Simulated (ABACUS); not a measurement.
# PbSe (Clausthalite): band structure with BLYP

**The experiment to reproduce.**

From a printed reference work, monograph, for a bulk crystal of PbSe at 300 K: band gap 0.28 eV (direct).

Crystal: PbSe (Clausthalite).

```
CELL_PARAMETERS angstrom
0.00000 3.06065 3.06065
3.06065 0.00000 3.06065
3.06065 3.06065 0.00000
ATOMIC_POSITIONS crystal
Pb 0.00000 0.00000 0.00000
Se 0.50000 0.50000 0.50000
```

```
Program                                       : ABACUS 3.10.1
Task                                          : band structure
Functional                                    : BLYP
Potentials or basis                           : SPMS ONCV 1.0 PBE
Cutoff                                        : 1184 eV
Density cutoff                                : 4735 eV
Basis                                         : plane waves
Occupations                                   : fermi-dirac, width 0.05 eV
Spin                                          : no spin polarisation
Radial cutoff of the potentials (pseudo_rcut) : 10 bohr
Threshold of the eigensolver                  : 1e-07 Ry
Density                                       : read from an earlier self-consistent run
Path                                          : G-X-W-K-G-L-U-W-L-K, U-X
Points for each segment of the path           : 10
SCF threshold on the density                  : 1e-08
Max SCF steps                                 : 100
Eigensolver                                   : dav
Mixing                                        : broyden
Mixing share                                  : 0.7
Symmetry key                                  : -1
Bands                                         : 25
```

The band gap along the path is 0.42 eV, direct.

Levels at the corners of the path, in eV from the Fermi level:
```csv
point,band 12,band 13,band 14,band 15,band 16,band 17,band 18,band 19
Γ,-6.59,-2.07,-2.07,-2.07,4.41,4.41,4.41,6.57
X,-7.67,-5.08,-3.39,-3.39,3.86,5.31,5.31,5.81
W,-8.28,-4.35,-4.35,-1.00,1.67,4.84,4.84,7.66
K,-8.30,-4.68,-2.89,-2.56,3.24,3.75,5.25,5.87
Γ,-6.59,-2.07,-2.07,-2.07,4.41,4.41,4.41,6.57
L,-9.03,-1.65,-1.65,-0.21,0.21,1.49,1.49,8.71
U,-8.30,-4.68,-2.89,-2.56,3.24,3.75,5.25,5.87
W,-8.28,-4.35,-4.35,-1.00,1.67,4.84,4.84,7.66
L,-9.03,-1.65,-1.65,-0.21,0.21,1.49,1.49,8.71
K,-8.30,-4.68,-2.89,-2.56,3.24,3.75,5.25,5.87
U,-8.30,-4.68,-2.89,-2.56,3.24,3.75,5.25,5.87
X,-7.67,-5.08,-3.39,-3.39,3.86,5.31,5.31,5.81
```

It took 7.3 s on 4 MPI ranks on AMD EPYC 9R45 96-Core Processor (Zen 5), with other jobs on the host, peak memory 0.64 GiB a rank.

Against the measured gap of PbSe, 0.28 eV (direct; 300 K; a printed reference work, monograph), the calculated 0.42 eV is off by +0.14 eV. 2 values of this kind are on record (0.15 to 0.28 eV); this one was drawn at random. Spin-orbit coupling on Pb, Se is left out. The value is that of BLYP, without temperature or zero-point motion.

Caveat: the density is read from an earlier self-consistent run, whose mesh may be coarse; spin-orbit coupling is left out, which moves the levels of the heavy elements.
